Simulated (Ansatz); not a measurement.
Crystal: InP.

```
In P
1.0
     0.00000    2.93050    2.93050
     2.93050    0.00000    2.93050
     2.93050    2.93050    0.00000
In P
1 1
Direct
  0.00000 0.00000 0.00000
  0.75000 0.75000 0.75000
```

Base run:

| Property | Result |
| --- | --- |
| Program | Ansatz 0.2.0 |
| Functional | LDA |
| Potentials or basis | Ansatz PAW |
| Cutoff | 420 eV (not typed: the program's choice for these potentials) |
| k mesh | 8 × 8 × 8 |
| Occupations | fermi-dirac, width 0.05 eV |
| Spin | no spin polarisation |

Its results: band gap on the k mesh 0.48 eV, direct; pressure -1.2 GPa.

Task: After a change of settings the same cell gave: band gap on the k mesh 0.81 eV, direct; pressure 4.7 GPa. Which change was it?
A. functional from LDA to BLYP
B. functional from LDA to revPBE
C. functional from LDA to PBEsol
D. functional from LDA to r2SCAN; cutoff from 420 eV (not typed: the program's choice for these potentials) to 500 eV (not typed: the program's choice for these potentials)

Result: B.

revPBE binds less tightly than LDA, so the same cell stands under more pressure.

Caveats: spin-orbit coupling is left out, which moves the levels of the heavy elements; the PAW data sets come from PBE, with cores solved anew for the run's functional, which leaves a small shift of forces and pressure.

Runs at the PBE level aren't shown here.
